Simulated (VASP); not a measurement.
Set up this calculation in VASP 6.6.1, as the native input.

| Property | Result |
| --- | --- |
| Task | band structure |
| Functional | HSE06 |
| Potentials or basis | VASP PAW PBE potentials, release 64 (Sn_d, Te) |
| Cutoff | 520 eV |
| k mesh | 6 × 6 × 6 |
| Occupations | fermi-dirac, width 0.05 eV |
| Spin | non-collinear spin, zero start, spin-orbit coupling |
| Starting moments | [[0.0, 0.0, 0.0], [0.0, 0.0, 0.0]] μB |
| Grid for exact exchange (PRECFOCK) | Fast |
| Screening parameter | 0.2 1/A |
| Further INCAR settings | ALGO = Normal; EDIFF = 1e-06 |

SnTe:

```xyz
2
Lattice="0.0000 3.1600 3.1600 3.1600 0.0000 3.1600 3.1600 3.1600 0.0000" Properties=species:S:1:pos:R:3 pbc="T T T"
Sn    0.0000    0.0000    0.0000
Te    3.1600    3.1600    3.1600
```

The cell was built by a generator and isn't the measured one.

One way to write it, as run:

POSCAR

```
SnTe
1.0
    0.0000000000      3.1600000000      3.1600000000
    3.1600000000      0.0000000000      3.1600000000
    3.1600000000      3.1600000000      0.0000000000
Sn Te
1 1
Direct
    0.0000000000      0.0000000000      0.0000000000
    0.5000000000      0.5000000000      0.5000000000
```

INCAR.step1

```
PREC = Accurate ; ENCUT = 520
EDIFF = 1E-5 ; ISMEAR = -1
SIGMA = 0.05 ; LREAL = False
LASPH = True ; NELM = 100
ALGO = Normal ; ISIF = 2
LWAVE = True ; LCHARG = False
MAGMOM = 0 0 0 0 0 0 ; LORBIT = 11
LSORBIT = True ; GGA_COMPAT = False
KPAR = 8 ; GGA = PE
```

INCAR.step2

```
PREC = Accurate ; ENCUT = 520
EDIFF = 1E-6 ; ISMEAR = -1
SIGMA = 0.05 ; LREAL = False
LASPH = True ; NELM = 100
ALGO = Normal ; ISIF = 2
LWAVE = False ; LCHARG = False
MAGMOM = 0 0 0 0 0 0 ; LORBIT = 11
LSORBIT = True ; GGA_COMPAT = False
GGA = PE ; LHFCALC = True
HFSCREEN = 0.2 ; PRECFOCK = Fast
KPAR = 8 ; ISTART = 1
```

KPOINTS

```
Automatic mesh
0
Gamma
  6 6 6
```

KPOINTS_OPT

```
explicit points
29
Reciprocal
 0.5000000000  0.5000000000  0.5000000000 1
 0.4913400000  0.4913400000  0.4913400000 1
 0.4826790000  0.4826790000  0.4826790000 1
 0.4740190000  0.4740190000  0.4740190000 1
 0.4653590000  0.4653590000  0.4653590000 1
 0.4566990000  0.4566990000  0.4566990000 1
 0.4480380000  0.4480380000  0.4480380000 1
 0.4964640000  0.5035360000  0.5000000000 1
 0.4929290000  0.5070710000  0.5000000000 1
 0.4893930000  0.5106070000  0.5000000000 1
 0.4858580000  0.5141420000  0.5000000000 1
 0.4823220000  0.5176780000  0.5000000000 1
 0.4787870000  0.5212130000  0.5000000000 1
 0.1000000000  0.1000000000  0.2000000000 1
 0.1125000000  0.1125000000  0.2250000000 1
 0.1250000000  0.1250000000  0.2500000000 1
 0.1375000000  0.1375000000  0.2750000000 1
 0.1500000000  0.1500000000  0.3000000000 1
 0.1625000000  0.1625000000  0.3250000000 1
 0.1750000000  0.1750000000  0.3500000000 1
 0.1875000000  0.1875000000  0.3750000000 1
 0.2000000000  0.2000000000  0.4000000000 1
 0.2125000000  0.2125000000  0.4250000000 1
 0.2250000000  0.2250000000  0.4500000000 1
 0.2375000000  0.2375000000  0.4750000000 1
 0.2500000000  0.2500000000  0.5000000000 1
 0.2625000000  0.2625000000  0.5250000000 1
 0.2750000000  0.2750000000  0.5500000000 1
 0.0000000000  0.0000000000  0.0000000000 1
```

Potentials or basis: VASP PAW PBE potentials, release 64 (Sn_d, Te).

Command:

```console
$ cat potpaw_PBE.64/Sn_d/POTCAR potpaw_PBE.64/Te/POTCAR > POTCAR
$ cp INCAR.step1 INCAR
$ mpirun -np 8 vasp_ncl > vasp.out
$ cp INCAR.step2 INCAR
$ mpirun -np 8 vasp_ncl > vasp.out
```

It gave:

- Pressure: 0.5 GPa
- Net moment: 0.00 μB per cell
- Valence electrons inside the program's atomic spheres: Sn 12.10; Te 3.48

Caveat: the PAW data sets were made with another functional, which shifts forces and pressure a little.

Run time: 110 min on 8 MPI ranks on Intel(R) Xeon(R) Platinum 8175M CPU @ 2.50GHz (Skylake/Cascade Lake) (shared host), peak memory 0.61 GiB a rank.
